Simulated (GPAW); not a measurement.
## Magnetic state of Co3 on Ru4 0001 from several starts

Does Co3 on Ru4 0001 prefer parallel or opposed moments, or none?

Calculated with GPAW 26.7.0; PBE; plane waves with GPAW's PAW setups, scalar-relativistic.

This is a report of a sequence of runs, with most program output left out.

## 1. The starting structure

The cell holds 7 atoms: 4 Ru and 3 Co. Its edges and angles: a = 2.706 Å, b = 2.706 Å, c = 23.882 Å, α = 90.0°, β = 90.0°, γ = 120.0°. ideal sites on the substrate's mesh, layer spacings from atomic volumes, unrelaxed, 12 A of vacuum. Vacuum lies along c.

## 2. Run 1 (ferro +++)

The parallel start comes first: it fits the smallest cell, keeps the most symmetry and shows whether parallel moments form.

order1.py reads:

```python
import json
import numpy as np
from ase import Atoms
from ase.parallel import paropen, parprint
from gpaw import GPAW

atoms = Atoms(['Ru', 'Ru', 'Ru', 'Ru', 'Co', 'Co', 'Co'],
    cell=[[2.706, 0.0, 0.0],
         [-1.353, 2.343465, 0.0],
         [0.0, 0.0, 23.8822]],
    scaled_positions=[[0.0, 0.0, 0.251233],
         [0.333333, 0.666667, 0.341033],
         [0.0, 0.0, 0.430834],
         [0.333333, 0.666667, 0.520634],
         [0.0, 0.0, 0.602181],
         [0.333333, 0.666667, 0.675474],
         [0.0, 0.0, 0.748767]],
    pbc=True,
    magmoms=[0.0, 0.0, 0.0, 0.0, 1.8, 1.8, 1.8])
atoms.calc = GPAW(mode={'name': 'pw', 'ecut': 450},
    xc='PBE',
    kpts={'size': (18, 18, 1), 'gamma': True},
    occupations={'name': 'fermi-dirac', 'width': 0.05},
    convergence={'density': 1e-05, 'energy': 1e-05},
    maxiter=250,
    mixer={'name': 'pulay', 'beta': 0.03, 'nmaxold': 8, 'weight': 100},
    symmetry={'tolerance': 1e-4},
    txt='order1.txt')
e = atoms.get_potential_energy(force_consistent=True)
res = {'free_energy': e, 'energy_sigma0': atoms.get_potential_energy(), 'fermi_energy': atoms.calc.get_fermi_level()}
res['moments'] = atoms.get_magnetic_moments().tolist()
res['total'] = atoms.get_magnetic_moment()
parprint('site moments (muB):', np.round(res['moments'], 3))
parprint(f"total moment: {res['total']:.3f} muB")
parprint(f'free energy: {e:.6f} eV')
atoms.calc.write('order1.gpw')
with paropen('results.json', 'w') as f:
    json.dump(res, f)
```

On the command line:

```bash
$ OMP_NUM_THREADS=1 mpirun -n 8 gpaw python order1.py > order1.log
```

Wall time 6.3 min (8 MPI ranks of Intel Xeon at 2.50GHz (Skylake/Cascade Lake), shared host); peak memory 2 GiB.

Spin moment in the augmentation sphere by atom:

```csv
atom,spin moment in the augmentation sphere (μB)
Ru1,-0.03
Ru2,0.01
Ru3,-0.05
Ru4,-0.04
Co5,1.33
Co6,1.71
Co7,1.82
```

Read from the output:

| Quantity | Value |
| --- | --- |
| magnetization | 4.622 μB |
| final state | ferromagnetic |

After 57 cycles the largest moment stands at 1.82 μB.

## 3. Start 2: ferri ++-

Another pattern of signs weighs the neighbour shells otherwise.

order2.py is the script of step 2 with these lines changed:

```diff
@@ -18,3 +18,3 @@
     pbc=True,
-    magmoms=[0.0, 0.0, 0.0, 0.0, 1.8, 1.8, 1.8])
+    magmoms=[0.0, 0.0, 0.0, 0.0, 1.8, 1.8, -1.8])
 atoms.calc = GPAW(mode={'name': 'pw', 'ecut': 450},
@@ -27,3 +27,3 @@
     symmetry={'tolerance': 1e-4},
-    txt='order1.txt')
+    txt='order2.txt')
 e = atoms.get_potential_energy(force_consistent=True)
@@ -35,3 +35,3 @@
 parprint(f'free energy: {e:.6f} eV')
-atoms.calc.write('order1.gpw')
+atoms.calc.write('order2.gpw')
 with paropen('results.json', 'w') as f:
```

On the command line:

```bash
$ OMP_NUM_THREADS=1 mpirun -n 8 gpaw python order2.py > order2.log
```

Wall time 27 min (8 MPI ranks); peak memory 2 GiB.

A smaller mixing step or another start is the usual next try.

## 4. Start 3: no spin polarisation

This run holds no moments, which gives a state to set the others against.

nospin.py is the script of step 3 with these lines changed:

```diff
@@ -17,4 +17,3 @@
          [0.0, 0.0, 0.748767]],
-    pbc=True,
-    magmoms=[0.0, 0.0, 0.0, 0.0, 1.8, 1.8, -1.8])
+    pbc=True)
 atoms.calc = GPAW(mode={'name': 'pw', 'ecut': 450},
@@ -27,11 +26,7 @@
     symmetry={'tolerance': 1e-4},
-    txt='order2.txt')
+    txt='nospin.txt')
 e = atoms.get_potential_energy(force_consistent=True)
 res = {'free_energy': e, 'energy_sigma0': atoms.get_potential_energy(), 'fermi_energy': atoms.calc.get_fermi_level()}
-res['moments'] = atoms.get_magnetic_moments().tolist()
-res['total'] = atoms.get_magnetic_moment()
-parprint('site moments (muB):', np.round(res['moments'], 3))
-parprint(f"total moment: {res['total']:.3f} muB")
 parprint(f'free energy: {e:.6f} eV')
-atoms.calc.write('order2.gpw')
+atoms.calc.write('nospin.gpw')
 with paropen('results.json', 'w') as f:
```

On the command line:

```bash
$ OMP_NUM_THREADS=1 mpirun -n 8 gpaw python nospin.py > nospin.log
```

The job ended after 2.7 min (8 MPI ranks; peak memory 1.8 GiB; 21 min of CPU time).

Numbers from this step:

| Property | Result |
| --- | --- |
| final state | non-magnetic (no spin polarisation) |

It lies 245 meV a seeded atom over the first start.

## 5. Energies of the orders

These are free energies at a smearing of 0.05 eV, so its entropy term is in the differences. They are divided by the number of seeded atoms, so that cells of unlike size compare.

Orders:

```csv
start,final state,typed order kept,energy over the lowest (meV a seeded atom),largest site moment (μB),net moment (μB a primitive cell),mesh matched,CPU time (s)
ferro +++,ferromagnetic,yes,0,1.823,4.622,yes,2887
no spin polarisation,non-magnetic,-,245.4,0,0,yes,1278
```

## 6. Outcome

```
lower run                          : with moments
largest site moment                : 1.82 μB
next state                         : non-magnetic, 245 meV a seeded atom higher
energy gained by spin polarisation : 245 meV a seeded atom
```

In words: No opposed order could be compared. The parallel start holds moments up to 1.82 μB. 1 start gave no converged result and is missing from the ranking; where cut off, the energy had nearly settled, +122.2 meV a seeded atom from the lowest. No antiferromagnetic order was obtained, so the session says nothing on how the moments order.

[Logs and program files are shortened in this print: banners, set-up blocks, solver, clock and traceback lines can be left out without a mark of their own.]

[Logs are printed without paths, hosts, clocks, repeated set-up lines and the standing remarks that a program may print on its own settings, such as how far it seeks lower states.]

[Hosts, paths, dates, database ids (printed as entryN), source tags and the programs' standing remarks are cut or masked in the printed files.]

[Where a cell is said to come from a database of computed structures, the database is the Materials Project.]
